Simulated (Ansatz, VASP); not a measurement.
# Two plane-wave programs on PbF2

Contents of INCAR:

```
ALGO = Normal
EDIFF = 1E-7
ENCUT = 520
GGA = PE
ISIF = 2
ISMEAR = 0
LASPH = True
LCHARG = True
LELF = True
LREAL = False
LVHAR = True
LWAVE = False
NBANDS = 21
NELM = 100
PREC = Accurate
SIGMA = 0.01
```

File KPOINTS:

```
k-points
0
Gamma
  6 6 6
```

File POSCAR:

```
PbF2
1.0
    0.0000000000      2.9604390429      2.9604390429
    2.9604390429      0.0000000000      2.9604390429
    2.9604390429      2.9604390429      0.0000000000
Pb F
1 2
Direct
    0.0000000000      0.0000000000      0.0000000000
    0.2500000000      0.2500000000      0.2500000000
    0.7500000000      0.7500000000      0.7500000000
```

Input for Ansatz:

```yaml
crystal:
  lattice:
    - [0.0, 2.9604390429, 2.9604390429]
    - [2.9604390429, 0.0, 2.9604390429]
    - [2.9604390429, 2.9604390429, 0.0]
  atoms:
    - { symbol: Pb, position: [0.0, 0.0, 0.0] }
    - { symbol: F, position: [0.25, 0.25, 0.25] }
    - { symbol: F, position: [0.75, 0.75, 0.75] }
kpoints:
  mp_grid: { grid: [6, 6, 6] }
hamiltonian:
  xc: pbe
scf:
  occupations: { method: fixed }
  n_extra_bands: 4
output:
  forces: true
  stress: true
  eigenvalues: true
  write_density: true
  write_potential: true
  elf: true
  volumetric_format: npy
```

The cell was built by a generator and needn't be a form met in nature.

Alike in both runs: task single point; functional PBE; k mesh 6 × 6 × 6; no spin polarisation.

|  | VASP | Ansatz |
| --- | --- | --- |
| version | VASP 6.6.1 | Ansatz 0.2.0 |
| potentials or method | VASP PAW PBE potentials, release 64 (Pb_d, F) | plane waves, PAW |
| plane-wave cutoff (eV) | 520 | 420 |
| occupations | gaussian, width 0.01 eV | fixed |
| valence electrons in the cell | 28 | 28 |

Ansatz gave:

| Item | Value |
| --- | --- |
| gap on the k mesh at the Fermi level (eV) | 4.44 |
| pressure (GPa) | 2.9 |

**Question.** Estimate VASP's values.

**Answer.** gap on the k mesh at the Fermi level (eV): 4.44; pressure (GPa): 2.7.

Caveats: spin-orbit coupling is left out, which as a rule narrows the gap of such compounds by several tenths of an eV. A k mesh can miss the band edges.
